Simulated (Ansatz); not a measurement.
Method: Ansatz 0.2.0, DFT PBE, scalar-relativistic, plane waves, PAW. All cells share a 420 eV cutoff and Γ-centred k meshes spaced at most about 0.3 Å⁻¹ (2π included). No spin polarisation.

All energies are static (0 K, no zero-point motion).

Two relaxed structures of Al₂InAs₃:

A. Space group I-4m2 (No. 119), tetragonal, a = 4.150 Å, c = 17.661 Å. Al has 4 As at 2.49–2.50 Å; In has 4 As at 2.64 Å; around As on a site of symmetry 2mm lie 2 Al at 2.49 Å and 2 In at 2.64 Å; around As on a site of symmetry -4m2 lie 4 Al at 2.50 Å.

B. Space group P3m1 (No. 156), trigonal, a = 4.155 Å, c = 10.190 Å. Al on its first site is surrounded by 4 As at 2.47–2.52 Å; Al on its second site has 4 As at 2.49–2.52 Å; around In lie 4 As at 2.61–2.67 Å; As on its first site is surrounded by 1 Al at 2.47 Å and 3 In at 2.61 Å; As on its second site has 3 Al at 2.52 Å and 1 In at 2.67 Å; 1 more site not described.

Question: Which would you expect to be lower, and how large is the difference?

Answer: A is lower, by 14 meV/atom. A has Al and In ordered on zinc blende sites, space group I-4m2 (No. 119), 25.3 Å³/atom and a gap of 0.84 eV on its mesh; B has Al and In ordered on zinc blende sites, space group P3m1 (No. 156), 25.4 Å³/atom and a gap of 0.65 eV. Both come from invented guesses. Shaken at random and relaxed again, A came back. Shaken at random and relaxed again, B came back. Checks on B: no imaginary mode on a 2×2×1 q mesh.

Kohn–Sham gaps at this level usually fall short of measured ones.
